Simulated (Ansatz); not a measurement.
# Fe (Im-3m) in Ansatz: further runs

Runs on Fe. Level: PBE. Tasks: band structure.

Program: Ansatz 0.2.0. These are calculated values, not measurements. Logs are shortened: lines on timing, memory, paths and dates and some standing lists are left out, and cuts for length are marked.

## Step 1: The crystal as given

It takes space group Im-3m (No. 229, cubic). Conventional cell: a = 2.886 Å, b = 2.886 Å, c = 2.886 Å, α = 90.00°, β = 90.00°, γ = 90.00°. Fe (site symmetry m-3m) has 8 Fe at 2.50 Å as nearest neighbours.

## Step 2: Band structure, PBE, collinear spin, ferromagnetic start, 11.08 Å³/atom

Input file input.yaml:

```yaml
crystal:
  lattice:
    - [-1.38528, 1.38528, 1.443]
    - [1.38528, -1.38528, 1.443]
    - [1.38528, 1.38528, -1.443]
  atoms:
    - { symbol: Fe, position: [0.0, 0.0, 0.0], spin: 3.0 }
hamiltonian:
  xc: pbe
  pseudopotentials: { kind: paw }
magnetization:
  spin_polarized: true
kpoints:
  mp_grid: { grid: [11, 11, 11] }
  band_path:
    path:
      - [[0.0, 0.0, 0.0], [0.0, 0.0, 0.5], [-0.4608, 0.4608, 0.5], [-0.4804, 0.4804, 0.4804], [0.0, 0.0, 0.0], [0.5, 0.5, -0.5], [0.4804, 0.5196, -0.4804], [0.0, 0.5, 0.0], [0.25, 0.25, 0.25], [0.5, 0.5, -0.4608], [0.5, 0.5, -0.5]]
      - [[0.0, 0.0, 0.5], [0.25, 0.25, 0.25]]
    npoints: 14
scf:
  occupations: { method: fermi_dirac, width: 0.05 }
  n_extra_bands: 6
output:
  forces: true
  stress: true
  eigenvalues: true
  fatbands: true
```

Potentials or basis: Ansatz PAW.

Launch:

```bash
ansatz run input.yaml --threads 2 --pin off --max-ram 5632MiB --backend cpu --events-out ev --progress --plain --runs-dir out
```

The log of the run:

```text
Warning: RAYON_NUM_THREADS=2 ignored (pool sized by the plan → 2); use --threads N
scf.n_extra_bands = 6 over 8 filled bands (N_el = 16.0): the run solves 14 bands
Engine: ansatz 0.2.0, x86_64-unknown-linux-gnu
Pseudopotentials: kind: paw
Pseudopotential: Fe, paw, valence charge 16, recommended cutoff 420 eV (normal), Fe.paw.azcp
Functional definition: PBE
  parameter kappa = 0.804
  parameter beta = 0.06672455060314922
  exchange = pbe_x(kappa = kappa, mu = beta*pi^2/3)
  correlation = pbe_c(beta = beta)
Crystal: 1 atoms, lattice volume = 11.076 Å³
Basis set: ecut = 420 eV, 217 PW (Γ), exchange–correlation on 36×36×36 points (8 copies of the dense FFT grid, shifted against one another)
Bands: 14, of which v1, the nominal top of the filled ones, is band 8 counted from 1 (7 counted from 0)
Symmetry: 16 space group operations
Space group: I4/mmm (ITA 139), of the structure as read, at distance tolerance 2.2e-5 Å
Magnetic group: BNS 139.531 (UNI 1191), of the structure as read, at distance tolerance 2.2e-5 Å
k-points: 126 of 1331
Non-local potential: Fe, projectors of the file, l = 0: 3, l = 1: 2, l = 2: 3, l = 3: 1
PAW form: soft (Blöchl's): semilocal exchange-correlation on the pseudo side does not see the compensation charge
PAW one-centre angular grid: Fe, 590 points (default); XC on 64 Gauss nodes
Initial density: superposition of atomic densities (chi_scale 0.1, normalization cell)
Starting moments: Σ|m| = 3 μB on 1 of 1 site
Initial wavefunctions: pseudopotential atomic-orbital guess
Functional: x = pbe(κ = 0.804, μ = 0.2195149727645171), c = pbe(β = 0.06672455060314922)
SCF iter   1: F=—  HF=-4480.615472 eV  |F-HF|=—  |Δ(HF+E_count)|=         —  Δρ=1.40e-1 (↑1.40e-1 ↓5.04e-2)  dr2=1.72e0  dr2_m=5.28e-1  M=2.129 μB ∫|m|=2.156 μB  β_m=0.30  ethr=3.10e-3  ⟨swp⟩=5.0  Hψ=17015  notcnv=0
Mixer restart at iter 1: flushing history
preconditioner: auto → none  [metal: Δε(μ)=0.010 eV  Ē_g=14.730 eV  σ=0.050 eV  W_gap=0.05  n_scr=0 (ndim 8)  ℏωp=31.6 eV  f_vac=0.000  D(μ)=1.05/eV (n_scr^D=12)]
SCF iter   2: F=—  HF=-4479.843865 eV  |F-HF|=—  |Δ(HF+E_count)|=   7.72e-1  Δρ=3.93e-2 (↑2.50e-2 ↓3.93e-2)  dr2=3.47e-2  dr2_m=9.00e-2  M=2.239 μB ∫|m|=2.295 μB  β_m=0.30  ethr=3.10e-3  ⟨swp⟩=3.3  Hψ=8918  notcnv=0  defer=235
SCF iter   3: F=—  HF=-4480.105291 eV  |F-HF|=—  |Δ(HF+E_count)|=   2.61e-1  Δρ=2.64e-2 (↑2.10e-2 ↓2.64e-2)  dr2=2.97e-3  dr2_m=5.51e-2  M=2.216 μB ∫|m|=2.280 μB  β_m=0.56  ethr=2.17e-4  ⟨swp⟩=2.9  Hψ=7418  notcnv=0  defer=239
SCF iter   4: F=—  HF=-4480.403113 eV  |F-HF|=—  |Δ(HF+E_count)|=   2.98e-1  Δρ=1.02e-2 (↑7.23e-3 ↓1.02e-2)  dr2=1.17e-2  dr2_m=3.70e-3  M=2.215 μB ∫|m|=2.300 μB  β_m=0.71  ethr=1.86e-5  ⟨swp⟩=2.4  Hψ=7156  notcnv=0  defer=240
SCF iter   5: F=—  HF=-4480.470403 eV  |F-HF|=—  |Δ(HF+E_count)|=   6.73e-2  Δρ=3.73e-3 (↑3.73e-3 ↓3.06e-3)  dr2=2.94e-3  dr2_m=1.84e-4  M=2.205 μB ∫|m|=2.302 μB  β_m=0.79  ethr=1.86e-5  ⟨swp⟩=2.2  Hψ=7324  notcnv=0  defer=243
SCF iter   6: F=—  HF=-4480.474797 eV  |F-HF|=—  |Δ(HF+E_count)|=   4.39e-3  Δρ=3.49e-4 (↑3.49e-4 ↓2.86e-4)  dr2=1.19e-5  dr2_m=6.13e-6  M=2.199 μB ∫|m|=2.301 μB  β_m=0.89  ethr=1.84e-5  ⟨swp⟩=2.5  Hψ=6791  notcnv=0  defer=247
SCF iter   7: F=—  HF=-4480.474849 eV  |F-HF|=—  |Δ(HF+E_count)|=   5.21e-5  Δρ=2.07e-4 (↑2.07e-4 ↓3.31e-5)  dr2=3.43e-6  dr2_m=1.15e-6  M=2.198 μB ∫|m|=2.302 μB  β_m=0.95  ethr=7.46e-8  ⟨swp⟩=2.2  Hψ=5701  notcnv=0  defer=247
SCF iter   8: F=—  HF=-4480.474850 eV  |F-HF|=—  |Δ(HF+E_count)|=   1.50e-6  Δρ=2.33e-5 (↑1.33e-5 ↓2.33e-5)  dr2=2.98e-8  dr2_m=2.77e-8  M=2.198 μB ∫|m|=2.302 μB  β_m=0.97  ethr=2.15e-8  ⟨swp⟩=2.3  Hψ=4779  notcnv=0  defer=247
SCF iter   9: F=-4480.474850 eV  HF=-4480.474850 eV  |F-HF|=2.28e-8  |Δ(HF+E_count)|=   1.81e-8  Δρ=1.27e-5 (↑1.27e-5 ↓6.02e-6)  dr2=2.69e-8  dr2_m=1.25e-9  M=2.198 μB ∫|m|=2.302 μB  ethr=1.87e-10  ⟨swp⟩=4.8  Hψ=13625  notcnv=0
SCF 1 converged in 9 iterations: F = -4480.474850 eV  dr2 = 2.69e-8
NSCF: frozen V_eff on 156 k-points
SCF converged after 9 iterations
Magnetization: 2.1979 μB (9.0990 up, 6.9010 down)
Absolute magnetization: 2.3018 μB (∫|ρ↑−ρ↓|, with the PAW one-centre terms)
Spin contamination: 0.0342 ħ² per cell (⟨S²⟩ above its minimum at these occupations)
Per-site moments (μB) at R_I (Å): [(2.2357632729367056, 1.0036770395770993)]
Free energy (F): -4480.474850 eV
Harris-Foulkes:  -4480.474850 eV  (|F-HF|=2.28e-8)
Internal energy: -4480.466750 eV  (E = F + TS)
E sigma→0 (E₀):  -4480.470800 eV
Entropy (-TS):   -0.008101 eV (-8.101 meV/atom)
Fermi energy:    19.145185 eV
--- Per-component energies (eV) ---
  E_band       = -202.929649
  E_kinetic    = 351.322426
  E_local      = -2033.082308  (includes V_loc(G=0)·N_el)
  E_nonlocal   = 218.228319
  E_hartree    = 855.766022
  E_xc         = -118.222636
  E_vxc        = -152.260149  (∫ρ·V_xc dr)
  E_paw        = -1366.206040  (= ΣΔE_a)
  E_vpaw       = -298.661190  (= ΣTr[D̂ρ^β])
  E_aug_tail   = 0.000912  (compensation charges beyond the density's cutoff)
  E_ewald      = -2388.273445
  E_smearing   = -0.008101  (= −TS)
  E_closure    = 0.000000  (closes the sum)
  Σ components = -4480.474850   (vs F -4480.474850, Δ=0.00e0)
--- Forces (eV/Å), atoms counted from 1 ---
  atom   1  Fe     0.00000000    -0.00000000    -0.00000000
  max |Σ_I F_I| component: 4.93e-32 eV/Å
--- Stress (GPa, compression-positive) ---
        8.225773       0.000000       0.000000
        0.000000       8.225773      -0.000000
        0.000000      -0.000000       3.320026
  P = ⅓ Tr σ = 6.5905 GPa (65.905 kbar)
--- Band table (eV; the first three rows and the last of 252) ---
  k-point 0 ↑: bands = ["-68.9909", "-34.7674", "-34.7604", "-34.7604", "10.4308", "16.6929", "16.6929", "16.9083", "17.9270", "18.1400", "43.1033", "43.9898", "43.9898", "49.0912"]
  k-point 1 ↑: bands = ["-68.9836", "-34.7968", "-34.7802", "-34.7612", "10.7892", "16.5848", "16.8828", "16.8881", "17.9505", "18.0534", "42.2840", "42.9800", "43.3296", "48.0910"]
  k-point 2 ↑: bands = ["-68.9643", "-34.8936", "-34.8145", "-34.7634", "11.7933", "16.3023", "16.7503", "17.4360", "17.9590", "18.0213", "38.6871", "41.4694", "42.7248", "44.9575"]
  k-point 125 ↓: bands = ["-66.1846", "-32.5350", "-32.4977", "-32.4897", "15.9450", "16.0261", "21.2828", "21.3008", "21.4570", "28.7909", "28.9439", "30.3349", "35.7250", "37.0720"]
```

It took 1.2 s on 2 threads of AMD EPYC 9R45 (Zen 5), shared host; peak memory 0.33 GiB.

Results:

```yaml
Free_energy: -4480.4749 eV
Pressure: 6.6 GPa
Band_gap_on_the_k_mesh: none (metal or under the smearing width)
Net_moment: 2.20 μB per cell
Absolute_moment: 2.30 μB per cell
Site_moments: Fe +2.24 μB
```

## Step 3: Band structure, PBE, collinear spin, ferromagnetic start, 11.54 Å³/atom

Input file input.yaml:

```yaml
crystal:
  lattice:
    - [-1.41414, 1.41414, 1.443]
    - [1.41414, -1.41414, 1.443]
    - [1.41414, 1.41414, -1.443]
  atoms:
    - { symbol: Fe, position: [0.0, 0.0, 0.0], spin: 3.0 }
hamiltonian:
  xc: pbe
  pseudopotentials: { kind: paw }
magnetization:
  spin_polarized: true
kpoints:
  mp_grid: { grid: [11, 11, 11] }
  band_path:
    path:
      - [[0.0, 0.0, 0.0], [0.0, 0.0, 0.5], [-0.4802, 0.4802, 0.5], [-0.4901, 0.4901, 0.4901], [0.0, 0.0, 0.0], [0.5, 0.5, -0.5], [0.4901, 0.5099, -0.4901], [0.0, 0.5, 0.0], [0.25, 0.25, 0.25], [0.5, 0.5, -0.4802], [0.5, 0.5, -0.5]]
      - [[0.0, 0.0, 0.5], [0.25, 0.25, 0.25]]
    npoints: 14
scf:
  occupations: { method: fermi_dirac, width: 0.05 }
  n_extra_bands: 6
output:
  forces: true
  stress: true
  eigenvalues: true
  fatbands: false
  write_density: true
  write_potential: true
  elf: true
  volumetric_format: npy
```

Potentials or basis: Ansatz PAW.

Launch:

```bash
ansatz run input.yaml --threads 2 --pin off --max-ram 5632MiB --backend cpu --events-out ev --progress --plain --runs-dir out
```

It took 1.2 s on 2 threads of AMD EPYC 9R45 (Zen 5), shared host; peak memory 0.34 GiB.

Results (log left out):

* Free energy: -4480.4845 eV
* Pressure: -2.3 GPa
* Band gap on the k mesh: none (metal or under the smearing width)
* Net moment: 2.23 μB per cell
* Absolute moment: 2.35 μB per cell
* Site moments: Fe +2.28 μB
